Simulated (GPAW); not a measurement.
Input of a GPAW 26.7.0 run:

Contents of run.py:

```python
import numpy as np
from ase import Atoms
from ase.dft.bandgap import bandgap
from ase.io import write
from gpaw import GPAW, PW
from gpaw.response.df import DielectricFunction

atoms = Atoms(['S', 'Mg'],
              cell=[[0.0, 2.60165, 2.60165],
                    [2.60165, 0.0, 2.60165],
                    [2.60165, 2.60165, 0.0]],
              scaled_positions=[[0.5, 0.5, 0.5],
                                [0.0, 0.0, 0.0]],
              pbc=True)

calc = GPAW(mode=PW(600),
            xc='PBE',
            kpts={'size': (7, 7, 7), 'gamma': True},
            occupations={'name': 'fermi-dirac', 'width': 0.001},
            nbands=16,
            convergence={'density': 1e-06},
            maxiter=150,
            txt='gpaw.txt')
atoms.calc = calc
energy = atoms.get_potential_energy()
calc.write('gs.gpw')
write('result.traj', atoms)
print(f'Energy: {energy:.6f} eV')
print('Fermi level:', round(calc.get_fermi_level(), 4), 'eV')
print(f'Gap: {bandgap(calc)[0]:.4f} eV, direct: {bandgap(calc, direct=True)[0]:.4f} eV')

for size in [(16, 16, 16), (22, 22, 22)]:
    name = 'x'.join(str(n) for n in size)
    dense = calc.fixed_density(kpts={'size': size, 'gamma': True},
                               nbands=34, convergence={'bands': 28, 'eigenstates': 1e-7},
                               update_fermi_level=True, txt=f'dense-{name}.txt')
    dense.write(f'{name}.gpw', mode='all')
    df = DielectricFunction(f'{name}.gpw', frequencies=np.array([0.0]), hilbert=False, eta=0.001,
                            ecut=80, nbands=28, intraband=False, txt=f'df-{name}.txt')
    for xc in ['RPA', 'Bootstrap', 'LR0.1']:
        for direction in ['x', 'y', 'z', [0, 1, 1], [1, 0, 1], [1, 1, 0]]:
            e0, e = df.get_macroscopic_dielectric_constant(xc=xc, direction=direction)
            print(f'{name} {xc} {direction}: {e0:.4f} without, {e:.4f} with local fields')
```

Potentials or basis: GPAW PAW data sets (gpaw-data 1.2.1), pw.

Launch:

```console
$ OMP_NUM_THREADS=1 python run.py
```

Task: Estimate the electronic dielectric tensor (diagonal).

Result: 4.97.

Task: Estimate the band gap on the k mesh.

Result: 3.01 eV, indirect (least direct gap 3.72 eV).

Electronic dielectric tensor:
```
4.97 0.00 0.00
0.00 4.97 0.00
0.00 0.00 4.97
```

Caveat: the long-wavelength limit can be off by a per cent or two. A k mesh can miss the band edges.
